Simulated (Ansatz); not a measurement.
Computed with Ansatz 0.2.0, DFT PBE, scalar-relativistic, plane waves, PAW. All cells share a 420 eV cutoff and Γ-centred k meshes spaced at most about 0.3 Å⁻¹ (about 0.25 or finer for metals, 2π included). No spin polarisation.

These are static total energies at zero pressure.

Two relaxed structures of HfH₅:

1. Space group Cmmm (No. 65), orthorhombic, a = 3.289 Å, b = 6.853 Å, c = 3.279 Å. Around Hf lie 10 H at 1.97–2.15 Å and 4 H at 2.32 Å; H on a site of symmetry m2m is surrounded by 4 H at 1.86–1.96 Å, 2 H at 2.08 Å, 3 Hf at 2.08–2.15 Å and 4 H at 2.33 Å; H on a second site of symmetry m2m is surrounded by 7 H at 1.96–2.17 Å, 2 Hf at 1.97 Å and 5 H at 2.33–2.34 Å; H on a site of symmetry mmm is surrounded by 8 H at 1.97–2.08 Å, 4 Hf at 2.32 Å and 2 H at 2.34 Å.

2. Space group P4mm (No. 99), tetragonal, a = 3.072 Å, c = 5.530 Å. Around Hf lie 4 H at 1.94 Å, 5 H at 2.21–2.26 Å, 1 H at 2.50 Å, 1 H at 3.03 Å and 4 Hf at 3.07 Å; H on a site of symmetry 4mm has 4 Hf at 2.26 Å, 4 H at 2.36 Å and 4 H at 2.69 Å; around H on a second site of symmetry 4mm lie 1 H at 0.82 Å, 4 H at 2.03 Å and 1 Hf at 2.50 Å; H on a site of symmetry 2mm is surrounded by 2 Hf at 1.94 Å, 2 H at 2.03 Å, 4 H at 2.17 Å and 2 H at 2.36 Å; H on a third site of symmetry 4mm has 1 H at 0.82 Å, 1 Hf at 2.21 Å, 4 H at 2.64 Å and 4 H at 2.69 Å.

**Question.** Which form is favoured at zero pressure, and by what margin per atom?

**Answer.** Cell 1 is lower, by 31 meV/atom. Cell 1 has space group Cmmm (No. 65), 6.2 Å³/atom and no gap on its mesh; cell 2 has space group P4mm (No. 99), 8.7 Å³/atom and no gap. Counting H atoms around Hf (those within 1.25 times the shortest such distance or 1.15 times the sum of covalent radii, 1.27 where that leaves under three; a plus sign parts nearer from farther groups), cell 1 has Hf 14 and cell 2 has Hf 4+5. Cell 2 holds H–H pairs (shortest 0.82 Å); in cell 1 the shortest H–H distance is 1.86 Å. The denser one is the lower, and pressure would at first widen the difference. Even the lower one lies +0.03 eV/atom against the reference forms of the elements (uncorrected), a margin that errors in the energy of the gaseous reference can exceed. Origin: cell 1, invented, then shaken at random and relaxed again; cell 2, invented.

Spin–orbit coupling, which can matter for Hf, is left out. With hydrogen, zero-point motion can shift such differences by 10 meV/atom or more. Cells relaxed within their symmetry can be saddle points.
